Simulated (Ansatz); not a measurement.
NaF in the NiAs structure, relaxed with r2SCAN, was run in Ansatz under altered settings. All numbers are computed, without spin polarisation but where a row says otherwise.

```
Na F
1.0
     3.17755    0.00000    0.00000
    -1.58878    2.75184    0.00000
     0.00000    0.00000    5.56763
Na F
2 2
Direct
  0.00000 0.00000 0.00000
  0.00000 0.00000 0.50000
  0.33333 0.66667 0.25000
  0.66667 0.33333 0.75000
```

The base run's other keys:
```yaml
kpoints:
  mp_grid: { grid: [6, 6, 2] }
hamiltonian:
  xc: hse06
scf:
  occupations: { method: fixed }
  n_extra_bands: 5
```

It takes 12 iterations with 943 plane waves at 420 eV and 14 k points, and leaves a mean stress of +1.50 GPa. The gap over this mesh is 8.533 eV. It ran on 4 threads of Arm Neoverse N1 (shared host).

Outcomes, with energy and stress as changes against the base:
```
                                     setting    outcome  ΔF (meV/atom)  Δ mean stress (GPa)  gap on the mesh (eV)  iterations  wall time
                        hamiltonian.xc: pbe0  converged              –                 -0.1                 9.303          12      9.3 s
PBE hybrid, exx coeff 0.35, omega 0.2078 1/Å  converged              –                 -0.8                 9.425          12      9.7 s
 PBE hybrid, exx coeff 1.5, omega 0.2078 1/Å    refused              –                    –                     –           –     0.04 s
          scf.occupations: fermi_dirac 0.001  converged            0.0                  0.0                 8.533          13      9.8 s
```
A dash marks a value that wasn't obtained or can't be compared. Stress is positive in compression. The base took 9.8 s. The base's mesh is coarse for a hybrid, so its own values aren't converged.

- hamiltonian.xc: pbe0. The mean stress moves by -0.1 GPa and the gap on the mesh by +0.770 eV (to 9.303). It's another functional on the same cell, so totals aren't comparable.
- PBE hybrid, exx coeff 0.35, omega 0.2078 1/Å. That is 35 % exact exchange, screened with ω = 0.2078 1/Å, against HSE06's 25 % screened at 0.208 1/Å. The mean stress moves by -0.8 GPa and the gap on the mesh by +0.893 eV (to 9.425). Totals of different functionals aren't comparable.
- PBE hybrid, exx coeff 1.5, omega 0.2078 1/Å. The input is refused before any iteration. Error: invalid value for `hamiltonian.xc.exx.coeff`: must be finite and in (0, 1]; got 1.5

Within 1 meV an atom, 0.1 GPa and 0.005 eV of the base stay: scf.occupations: fermi_dirac 0.001.

The stress of a hybrid is loosely converged in these runs.

The meshes of the hybrids are coarse, so their gaps aren't converged to the digits shown.
